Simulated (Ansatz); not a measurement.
# RbBr: the cost of one run

Program: Ansatz 0.2.0. Level of theory: DFT PBEsol, scalar-relativistic, plane waves, PAW. These are calculated values, not measurements.

## Step 1: The starting structure

The structure is cubic, space group Fm-3m (No. 225). The conventional cell has a = 6.855 Å, b = 6.855 Å, c = 6.855 Å, α = 90.00°, β = 90.00°, γ = 90.00°. Rb (site symmetry m-3m) has 6 Br at 3.43 Å as nearest neighbours. Around Br (site symmetry m-3m) lie 6 Rb at 3.43 Å.

Structure file:

```
Rb Br
1.0
     0.00000    3.42750    3.42750
     3.42750    0.00000    3.42750
     3.42750    3.42750    0.00000
Rb Br
1 1
Cartesian
  0.0000 0.0000 0.0000
  3.4275 3.4275 3.4275
```

The cell is taken as given, not relaxed at this level.

## Step 2: The scan: an energy map of one atom

Atom 2 (Br) is moved by p along (1.000, 0.000, 0.000) and q along (0.000, 1.000, 0.000) (Å), all else fixed; its images in the other cells move with it. Points alike by symmetry are run once.

## Step 3: Point p = -0.450, q = -0.450

The input, input.yaml:

```yaml
crystal:
  lattice:
    - [0.0, 3.4275, 3.4275]
    - [3.4275, 0.0, 3.4275]
    - [3.4275, 3.4275, 0.0]
  atoms:
    - { symbol: Rb, position: [0.0, 0.0, 0.0] }
    - { symbol: Br, position: [0.5, 0.5, 0.3687089716] }
basis:
  ecutwfc: 420
kpoints:
  mp_grid: { grid: [6, 6, 6] }
hamiltonian:
  xc: pbesol
scf:
  occupations: { method: gaussian, width: 0.05 }
output:
  forces: true
  stress: true
  eigenvalues: true
```

Launch:

```bash
> ansatz run input.yaml --threads 1 --pin off --max-ram 1228MiB --backend cpu --events-out ev --progress --plain --runs-dir out
```

Q: Estimate wall time and peak memory on 1 thread of an x86-64 CPU, shared host.

About 2.1 s, with a peak of 0.39 GiB.
